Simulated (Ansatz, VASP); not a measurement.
**WC: VASP beside Ansatz**

File INCAR:

```
  ALGO = Fast
  EDIFF = 1E-6
  ENCUT = 520
  ISIF = 2
  ISMEAR = 0
  LASPH = T
  LCHARG = T
  LELF = T
  LREAL = F
  LVHAR = T
  LWAVE = F
  NBANDS = 16
  NELM = 60
  PREC = Accurate
  SIGMA = 0.15
```

Contents of KPOINTS:

```
k-points
0
Gamma
  18 18 18
```

Contents of POSCAR:

```
WC
1.0
    0.0000000000      2.0830498000      2.1926840000
    2.0830498000      0.0000000000      2.1926840000
    2.0830498000      2.0830498000      0.0000000000
W C
1 1
Direct
    0.0000000000      0.0000000000      0.0000000000
    0.5000000000      0.5000000000      0.5000000000
```

Input for Ansatz:

```yaml
crystal:
  lattice:
    - [0.0, 2.0830498, 2.192684]
    - [2.0830498, 0.0, 2.192684]
    - [2.0830498, 2.0830498, 0.0]
  atoms:
    - { symbol: W, position: [0.0, 0.0, 0.0] }
    - { symbol: C, position: [0.5, 0.5, 0.5] }
basis:
  ecutwfc: 420
kpoints:
  mp_grid: { grid: [18, 18, 18] }
hamiltonian:
  xc: lda
scf:
  occupations: { method: gaussian, width: 0.15 }
output:
  forces: true
  stress: true
  eigenvalues: true
```

Change from the starting cell: strain -0.050 along x and y, +0.000 along z, atoms carried along.

Alike in both runs: task single point; functional LDA; k mesh 18 × 18 × 18; occupations gaussian, width 0.15 eV; no spin polarisation.

|  | VASP | Ansatz |
| --- | --- | --- |
| version | VASP 6.6.1 | Ansatz 0.2.0 |
| potentials or method | VASP PAW LDA potentials, release 64 (W_sv, C) | scalar-relativistic, plane waves, PAW |
| plane-wave cutoff (eV) | 520 | 420 |
| valence electrons in the cell | 18 | 18 |

Ansatz gave:

| Property | Result |
| --- | --- |
| gap on the k mesh at the Fermi level (eV) | none |
| pressure (GPa) | 29.8 |
| largest component of the traceless stress (GPa) | 27.25 |

Which values does VASP return?

gap on the k mesh at the Fermi level (eV): none; pressure (GPa): 32.9; largest component of the traceless stress (GPa): 27.68.

A gap of «none» marks a metal or a gap that the smearing closes.

Caveats: so large a pressure means that the cell lies far from this level's equilibrium, or that cutoff or potentials fall short (VASP). Spin-orbit coupling is left out, which matters for the levels of W.
